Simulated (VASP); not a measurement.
# Al2ZnO4 (Gahnite) (Fd-3m) in VASP: further runs

One crystal, Al2ZnO4 (Gahnite), is run at these levels: PBE; tasks: relaxation of cell and atoms.

Everything below comes from runs of VASP 6.6.1. Logs are shortened: lines on timing, memory, paths and dates and some standing lists are left out, and cuts for length are marked.

**1. Starting point**

The structure is cubic, space group Fd-3m (No. 227). The conventional cell has a = 8.085 Å, b = 8.085 Å, c = 8.085 Å, α = 90.00°, β = 90.00°, γ = 90.00°. Al (site symmetry -3m) is surrounded by 6 O at 1.91 Å. Zn (site symmetry -43m) is surrounded by 4 O at 1.95 Å. O (site symmetry 3m) has 3 Al at 1.91 Å and 1 Zn at 1.95 Å as nearest neighbours.

**2. Relaxation of cell and atoms, PBE**

Input file INCAR:

```
PREC = Accurate
ENCUT = 300
EDIFF = 1E-6
ISMEAR = 0
SIGMA = 0.03
LREAL = F
LASPH = T
NELM = 80
ALGO = Normal
ISIF = 3
LWAVE = F
LCHARG = F
GGA = PE
IBRION = 2
NSW = 90
EDIFFG = -0.01
```

Input file KPOINTS:

```
regular mesh
0
Gamma
  3 3 3
```

Input file POSCAR:

```
Al2ZnO4
1.0
    0.0000000000      4.0427000000      4.0427000000
    4.0427000000      0.0000000000      4.0427000000
    4.0427000000      4.0427000000      0.0000000000
Al Zn O
4 2 8
Direct
    0.1250000000      0.1250000000      0.1250000000
    0.6250000000      0.1250000000      0.1250000000
    0.1250000000      0.1250000000      0.6250000000
    0.1250000000      0.6250000000      0.1250000000
    0.7500000000      0.7500000000      0.7500000000
    0.5000000000      0.5000000000      0.5000000000
    0.8894000000      0.8894000000      0.8894000000
    0.9182000000      0.3606000000      0.3606000000
    0.8894000000      0.8894000000      0.3318000000
    0.3606000000      0.9182000000      0.3606000000
    0.3318000000      0.8894000000      0.8894000000
    0.3606000000      0.3606000000      0.3606000000
    0.8894000000      0.3318000000      0.8894000000
    0.3606000000      0.3606000000      0.9182000000
```

Potentials or basis: VASP PAW PBE potentials, release 64 (Al, Zn, O_s).

Run with:

```console
cat potpaw_PBE.64/Al/POTCAR potpaw_PBE.64/Zn/POTCAR potpaw_PBE.64/O_s/POTCAR > POTCAR
mpirun -np 4 vasp_std > vasp.out
```

OUTCAR:

```text
PREC = Accurate
   ENCUT = 300
   EDIFF = 1E-6
   ISMEAR = 0
   LREAL = F
   LASPH = T
   NELM = 80
   ISIF = 3
   GGA = PE
   IBRION = 2
   NSW = 90
   EDIFFG = -0.01

 ion  position               nearest neighbor table
   1  0.125  0.125  0.125-   8 1.91  10 1.91  11 1.91  13 1.91   9 1.91  14 1.91   2 2.86   3 2.86
                             4 2.86   3 2.86   4 2.86   2 2.86
   2  0.625  0.125  0.125-   7 1.91  12 1.91  10 1.91   9 1.91  13 1.91  14 1.91   1 2.86   3 2.86
                             4 2.86   1 2.86   3 2.86   4 2.86
   3  0.125  0.125  0.625-   7 1.91  12 1.91  10 1.91  11 1.91   8 1.91  13 1.91   1 2.86   1 2.86
                             2 2.86   4 2.86   4 2.86   2 2.86
   4  0.125  0.625  0.125-   7 1.91  12 1.91   9 1.91  11 1.91   8 1.91  14 1.91   1 2.86   3 2.86
                             1 2.86   2 2.86   3 2.86   2 2.86
   5  0.750  0.750  0.750-   9 1.95  11 1.95  13 1.95   7 1.95
   6  0.500  0.500  0.500-   8 1.95  10 1.95  14 1.95  12 1.95
   7  0.889  0.889  0.889-   2 1.91   4 1.91   3 1.91   5 1.95
   8  0.918  0.361  0.361-   1 1.91   3 1.91   4 1.91   6 1.95
   9  0.889  0.889  0.332-   1 1.91   2 1.91   4 1.91   5 1.95
  10  0.361  0.918  0.361-   1 1.91   2 1.91   3 1.91   6 1.95
  11  0.332  0.889  0.889-   1 1.91   3 1.91   4 1.91   5 1.95
  12  0.361  0.361  0.361-   2 1.91   4 1.91   3 1.91   6 1.95
  13  0.889  0.332  0.889-   1 1.91   2 1.91   3 1.91   5 1.95
  14  0.361  0.361  0.918-   1 1.91   2 1.91   4 1.91   6 1.95

  LATTYP: Found a face centered cubic cell.
 ALAT       =     8.0854000000

  Lattice vectors:

 A1 = (   0.0000000000,   4.0427000000,   4.0427000000)
 A2 = (   4.0427000000,   0.0000000000,   4.0427000000)
 A3 = (   4.0427000000,   4.0427000000,   0.0000000000)

Analysis of symmetry for initial positions (statically):
=====================================================================
 Subroutine PRICEL returns:
 Original cell was already a primitive cell.

 Routine SETGRP: Setting up the symmetry group for a
 face centered cubic supercell.

 Subroutine GETGRP returns: Found 48 space group operations
 (whereof 24 operations were pure point group operations)
 out of a pool of 48 trial point group operations.

The static configuration has the point symmetry T_d .
 The point group associated with its full space group is O_h .

Analysis of symmetry for dynamics (positions and initial velocities):
=====================================================================
 Subroutine PRICEL returns:
 Original cell was already a primitive cell.

 Routine SETGRP: Setting up the symmetry group for a
 face centered cubic supercell.

 Subroutine GETGRP returns: Found 48 space group operations
 (whereof 24 operations were pure point group operations)
 out of a pool of 48 trial point group operations.

The dynamic configuration has the point symmetry T_d .
 The point group associated with its full space group is O_h .

 Subroutine INISYM returns: Found 48 space group operations
 (whereof 24 operations are pure point group operations),
 and found     1 'primitive' translations

----------------------------------------------------------------------------------------

                                     Primitive cell

  volume of cell :     132.1431

  direct lattice vectors                    reciprocal lattice vectors
     0.000000000  4.042700000  4.042700000    -0.123679719  0.123679719  0.123679719
     4.042700000  0.000000000  4.042700000     0.123679719 -0.123679719  0.123679719
     4.042700000  4.042700000  0.000000000     0.123679719  0.123679719 -0.123679719

  length of vectors
     5.717241169  5.717241169  5.717241169     0.214219557  0.214219557  0.214219557

  position of ions in fractional coordinates (direct lattice)
     0.125000000  0.125000000  0.125000000
     0.625000000  0.125000000  0.125000000
     0.125000000  0.125000000  0.625000000
     0.125000000  0.625000000  0.125000000
     0.750000000  0.750000000  0.750000000
     0.500000000  0.500000000  0.500000000
     0.889400000  0.889400000  0.889400000
     0.918200000  0.360600000  0.360600000
     0.889400000  0.889400000  0.331800000
     0.360600000  0.918200000  0.360600000
     0.331800000  0.889400000  0.889400000
     0.360600000  0.360600000  0.360600000
     0.889400000  0.331800000  0.889400000
     0.360600000  0.360600000  0.918200000

  ion indices of the primitive-cell ions
   primitive index   ion index
                 1           1
                 2           2
                 3           3
                 4           4
                 5           5
                 6           6
                 7           7
                 8           8
                 9           9
                10          10
                11          11
                12          12
                13          13
                14          14

----------------------------------------------------------------------------------------

 KPOINTS: regular mesh

Automatic generation of k-mesh.
 Grid dimensions read from file:
 generate k-points for:    3    3    3

 Generating k-lattice:

  Cartesian coordinates                     Fractional coordinates (reciprocal lattice)
    -0.041226573  0.041226573  0.041226573     0.333333333  0.000000000  0.000000000
     0.041226573 -0.041226573  0.041226573     0.000000000  0.333333333  0.000000000
     0.041226573  0.041226573 -0.041226573     0.000000000  0.000000000  0.333333333

  Length of vectors
     0.071406519  0.071406519  0.071406519

  Shift w.r.t. Gamma in fractional coordinates (k-lattice)
     0.000000000  0.000000000  0.000000000

 Subroutine IBZKPT returns following result:
 ===========================================

 Found      4 irreducible k-points:

 Following reciprocal coordinates:
            Coordinates               Weight
  0.000000  0.000000  0.000000      1.000000
  0.333333  0.000000  0.000000      8.000000
  0.333333  0.333333  0.000000      6.000000
 -0.333333  0.333333  0.000000     12.000000
   k-points           NKPTS =      4   k-points in BZ     NKDIM =      4   number of bands    NBANDS=     52
   number of dos      NEDOS =    301   number of ions     NIONS =     14
   total plane-waves  NPLWV =  32768
   dimension x,y,z NGX =    32 NGY =   32 NGZ =   32
   dimension x,y,z NGXF=    64 NGYF=   64 NGZF=   64
   ions per type =               4   2   8
   NGX,Y,Z   is equivalent  to a cutoff of   9.30,  9.30,  9.30 a.u.
   NGXF,Y,Z  is equivalent  to a cutoff of  18.61, 18.61, 18.61 a.u.
 SYSTEM =  unknown system
   PREC   = accura    normal or accurate (medium, high low for compatibility)
   ISTART =      0    job   : 0-new  1-cont  2-samecut
   ICHARG =      2    charge: 1-file 2-atom 10-const
   ISPIN  =      1    spin polarized calculation?
   LNONCOLLINEAR =      F non collinear calculations
   LSORBIT =      F    spin-orbit coupling
   LASPH  =      T    aspherical Exc in radial PAW
   ENCUT  =  300.0 eV  22.05 Ry    4.70 a.u.   8.07  8.07  8.07*2*pi/ulx,y,z
   NELM   =     80;   NELMIN=  2; NELMDL= -5     # of ELM steps
   EDIFF  = 0.1E-05   stopping-criterion for ELM
   LREAL  =      F    real-space projection
   EDIFFG = -.1E-01   stopping-criterion for IOM
   NSW    =     90    number of steps for IOM
   IBRION =      2    ionic relax: 0-MD 1-quasi-New 2-CG
   NFREE  =      1    steps in history (QN), initial steepest desc. (CG)
   ISIF   =      3    stress and relaxation
   ISYM   =      2    0-nonsym 1-usesym 2-fastsym
   POTIM  = 0.5000    time-step for ionic-motion
   TEBEG  =    0.0;   TEEND  =   0.0 temperature during run
   PSTRESS=    0.0 pullay stress
   NELECT =      84.0000    total number of electrons
   NUPDOWN=      -1.0000    fix difference up-down
   EMIN   =  10.00;   EMAX   =-10.00  energy-range for DOS
   EFERMI =   0.00;   METHOD = LEGACY
   ISMEAR =     0;   SIGMA  =   0.03  broadening in eV -4-tet -1-fermi 0-gaus
   EFERMI_NEDOS =   21; number of points for ismear=-14 and -15
   IALGO  =     38    algorithm
   IMIX   =      4    mixing-type and parameters
     AMIX     =   0.40;   BMIX     =  1.00
     AMIX_MAG =   1.60;   BMIX_MAG =  1.00
  volume/ion in A,a.u.               =       9.44        63.70
  Fermi-wavevector in a.u.,A,eV,Ry     =   1.407623  2.660022 26.958625  1.981403
  Thomas-Fermi vector in A             =   2.529864
   LORBIT       =      0    0 simple, 1 ext, 2 COOP (PROOUT), +10 PAW based schemes
   GGA     = PE    functional components
   LHFCALC =     F    Hartree Fock is set to
   AEXX    =    0.0000 exact exchange contribution
   IVDW    =     0    specifies the selected vdW correction
   LEPSILON=     F    determine dielectric tensor
   LRPA    =     F    only Hartree local field effects (RPA)
 conjugate gradient relaxation of ions
 non-spin polarized calculation
 Gauss-broadening in eV      SIGMA  =   0.03
  energy-cutoff  :      300.00
  volume of cell :      132.14
 maximum number of plane-waves:      1580
   NGX = 17   NGY = 17   NGZ = 17

--------------------------------------- Ionic step        1  -------------------------------------------

 number of electron      84.0000047 magnetization

 Free energy of the ion-electron system (eV)
  ---------------------------------------------------
  ext. energy  EPLUGINS =         0.00000000
  ---------------------------------------------------
  free energy    TOTEN  =       -93.32308387 eV

  energy without entropy =      -93.32308387  energy(sigma->0) =      -93.32308387

------------------------ aborting loop because EDIFF is reached ----------------------------------------

  FORCE on cell =-STRESS in cart. coord.  units (eV):
  Direction    XX          YY          ZZ          XY          YZ          ZX
  --------------------------------------------------------------------------------------
  -------------------------------------------------------------------------------------
  Total        4.4402669      4.4402669      4.4402669     -0.0000000      0.0000000      0.0000000
  in kB       53.8362893     53.8362893     53.8362893     -0.0000000      0.0000000      0.0000000
  external PRESSURE =      53.8362893 kB  Pullay stress =       0.0000000 kB
[... 225 lines left out ...]
  energy  without entropy=      -93.3766095604  energy(sigma->0) =      -93.37660956

--------------------------------------- Ionic step        6  -------------------------------------------

 number of electron      83.9999853 magnetization

 Free energy of the ion-electron system (eV)
  ---------------------------------------------------
  ext. energy  EPLUGINS =         0.00000000
  ---------------------------------------------------
  free energy    TOTEN  =       -93.37670009 eV

  energy without entropy =      -93.37670009  energy(sigma->0) =      -93.37670009

 E-fermi :   4.5805     XC(G=0): -11.3105

 val. band max:        4.4297399049   @ k =   0.0000   0.0000   0.0000
 cond. band min:       8.3584309819   @ k =   0.0000   0.0000   0.0000
 fundamental gap:      3.9286910769
 Fermi energy:         4.5805449546

 k-point     1 :       0.0000    0.0000    0.0000
  band No.  band energies     occupation
      1     -14.4793      2.00000
      2     -13.0509      2.00000
      3     -12.4643      2.00000
      4     -12.4643      2.00000
      5     -12.4643      2.00000
      6     -12.1179      2.00000
[... 44 lines left out ...]
     51      13.0298      0.00000
     52      15.3958      0.00000

 k-point     2 :       0.3333    0.0000    0.0000
  band No.  band energies     occupation
      1     -14.2110      2.00000
      2     -13.3172      2.00000
      3     -12.6273      2.00000
      4     -12.3949      2.00000
      5     -12.3949      2.00000
      6     -12.2131      2.00000
[... 44 lines left out ...]
     51      14.8562      0.00000
     52      15.8105      0.00000

 k-point     3 :       0.3333    0.3333    0.0000
  band No.  band energies     occupation
      1     -14.1053      2.00000
      2     -13.3661      2.00000
      3     -12.5362      2.00000
      4     -12.5362      2.00000
      5     -12.5000      2.00000
      6     -12.3569      2.00000
[... 44 lines left out ...]
     51      15.2449      0.00000
     52      15.6177      0.00000

 k-point     4 :      -0.3333    0.3333    0.0000
  band No.  band energies     occupation
      1     -13.8878      2.00000
      2     -13.5645      2.00000
      3     -12.7866      2.00000
      4     -12.4547      2.00000
      5     -12.4250      2.00000
      6     -12.1778      2.00000
[... 85 lines left out ...]
  FREE ENERGIE OF THE ION-ELECTRON SYSTEM (eV)
  ---------------------------------------------------
  free  energy   TOTEN  =       -93.3767000870 eV

  energy  without entropy=      -93.3767000870  energy(sigma->0) =      -93.37670009

 reached required accuracy - stopping structural energy minimisation
```

It took 18 s on 4 MPI ranks of Intel Xeon Platinum 8559C (Emerald Rapids), shared host; peak memory 0.12 GiB.

These settings aren't checked as converged: the numbers below hold their error.

What came out:

| Quantity | Value |
| --- | --- |
| Free energy | -93.3767 eV |
| Relaxed volume | 9.66 Å³/atom |
| Relaxed cell | a = 5.762 Å, b = 5.762 Å, c = 5.762 Å, α = 60.00°, β = 60.00°, γ = 60.00° |
| Space group after relaxing (to 0.05 Å) | Fd-3m (No. 227) |
| Energy gained by relaxing | 3.8 meV/atom |
| Ionic steps | 6 |
| Band gap on the k mesh | 3.93 eV, direct |

Caveat: the k mesh is coarse (spacing up to 0.45 Å⁻¹), so the values aren't converged; the cutoff is under 1.25 times the usual one of these potentials, so pressure, stress and relaxed cells hold a basis-set (Pulay) error.

**3. Relaxation of cell and atoms, PBE**

This run uses another cell than the first one, of 9.66 Å³/atom, 1.024 times its volume.

Edit INCAR of step 2 so:

```diff
@@ -2,3 +2,3 @@
 ENCUT = 300
-EDIFF = 1E-6
+EDIFF = 1E-7
 ISMEAR = 0
@@ -15,2 +15,2 @@
 NSW = 90
-EDIFFG = -0.01
+EDIFFG = -0.005
```

KPOINTS is that of step 2.

Input file POSCAR:

```
Al2ZnO4                                 
1.0
   -0.0000000000      4.0743503925      4.0743503925
    4.0743503925      0.0000000000      4.0743503925
    4.0743503925      4.0743503925      0.0000000000
  Al              Zn              O             
     4     2     8
Direct
     0.1250000000000000    0.1250000000000000    0.1250000000000000
     0.6250000000000000    0.1250000000000000    0.1250000000000000
     0.1250000000000000    0.1250000000000000    0.6250000000000000
     0.1250000000000000    0.6250000000000000    0.1250000000000000
     0.7500000000000000    0.7500000000000000    0.7500000000000000
     0.5000000000000000    0.5000000000000000    0.5000000000000000
     0.8893624160652497    0.8893624160652497    0.8893624160652497
     0.9180872481957421    0.3606375839347503    0.3606375839347503
     0.8893624160652497    0.8893624160652497    0.3319127518042580
     0.3606375839347503    0.9180872481957421    0.3606375839347503
     0.3319127518042580    0.8893624160652497    0.8893624160652497
     0.3606375839347503    0.3606375839347503    0.3606375839347503
     0.8893624160652497    0.3319127518042580    0.8893624160652497
     0.3606375839347503    0.3606375839347503    0.9180872481957421
```

Potentials or basis: VASP PAW PBE potentials, release 64 (Al, Zn, O_s).

Run with:

```console
cat potpaw_PBE.64/Al/POTCAR potpaw_PBE.64/Zn/POTCAR potpaw_PBE.64/O_s/POTCAR > POTCAR
mpirun -np 4 vasp_std > vasp.out
```

Run time: 18 s. Hardware: 4 MPI ranks of Intel Xeon Platinum 8559C (Emerald Rapids), shared host; peak memory 0.13 GiB.

The run converged, but some of its settings lie outside the range that counts as converged, so its numbers aren't taken as properties of the crystal.

Results:

```yaml
Free_energy: -93.4230 eV
Relaxed_volume: 9.69 Å³/atom
Relaxed_cell: a = 5.767 Å, b = 5.767 Å, c = 5.767 Å, α = 60.00°, β = 60.00°, γ = 60.00°
Space_group_after_relaxing_to_0.05_Å: Fd-3m (No. 227)
Energy_gained_by_relaxing: 0.0 meV/atom
Ionic_steps: 5
Largest_force_after_relaxing: 0.004 eV/Å
Band_gap_on_the_k_mesh: 3.91 eV, direct
```

Caveat: the k mesh is coarse (spacing up to 0.45 Å⁻¹), so the values aren't converged; the cutoff is under 1.25 times the usual one of these potentials, so pressure, stress and relaxed cells hold a basis-set (Pulay) error.
